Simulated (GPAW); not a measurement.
A run of GPAW 26.7.0 is set up as follows.

Contents of run.py:

```python
from ase import Atoms
from ase.dft.bandgap import bandgap
from ase.io import write
from ase.units import GPa
from ase.parallel import parprint
from gpaw import GPAW, PW

atoms = Atoms(['In', 'In', 'Se', 'Se'],
              cell=[[2.0, 1.1547005384, 8.44],
                    [-2.0, 1.1547005384, 8.44],
                    [0.0, -2.3094010768, 8.44]],
              scaled_positions=[[0.8886, 0.8886, 0.8886],
                                [0.0, 0.0, 0.0],
                                [0.1719, 0.1719, 0.1719],
                                [0.3835, 0.3835, 0.3835]],
              pbc=True)

calc = GPAW(mode=PW(600),
            xc='MGGA_X_R2SCAN+MGGA_C_R2SCAN',
            kpts={'size': (5, 5, 5), 'gamma': True},
            occupations={'name': 'fermi-dirac', 'width': 0.05},
            nbands=32,
            convergence={'density': 1e-05, 'energy': 1e-05},
            maxiter=150,
            txt='gpaw.txt')
atoms.calc = calc
energy = atoms.get_potential_energy()
forces = atoms.get_forces()
stress = atoms.get_stress()
calc.write('gs.gpw')
write('result.traj', atoms)
parprint(f'Energy: {energy:.6f} eV')
parprint('Forces (eV/A):')
parprint(forces.round(4))
parprint('Stress (GPa):', (stress / GPa).round(3))
parprint('Fermi level:', round(calc.get_fermi_level(), 4), 'eV')
parprint(f'Gap: {bandgap(calc)[0]:.4f} eV, direct: {bandgap(calc, direct=True)[0]:.4f} eV')

path = atoms.cell.bandpath('GLB1,BZGX,QFP1Z,LP', npoints=80, eps=1e-4)
bs_calc = calc.fixed_density(kpts=path, symmetry='off', nbands=53,
                             convergence={'bands': 'CBM+6.0', 'eigenstates': 1e-6}, txt='bands.txt')
bs = bs_calc.band_structure()
bs.write('bs.json')
parprint(f'Gap on the path: {bandgap(bs_calc)[0]:.4f} eV')
```

Potentials or basis: GPAW PAW data sets (gpaw-data 1.2.1), pw.

Run with:

```bash
$ OMP_NUM_THREADS=1 mpirun -n 4 gpaw python run.py
```

What does it give for the largest force?

0.257 eV/Å.

Predict the band gap along the path.

0.85 eV, direct.

Predict the pressure.

1.0 GPa.

Forces on the atoms (eV/Å):
```
In   0.000  0.000  0.257
In   0.000  0.000 -0.240
Se   0.000  0.000 -0.024
Se   0.000  0.000  0.007
```

Caveat: the PAW data sets were made with another functional, which shifts forces and pressure a little; spin-orbit coupling is left out, which moves the levels of the heavy elements; the program warned that so skewed a cell can give wrong results.
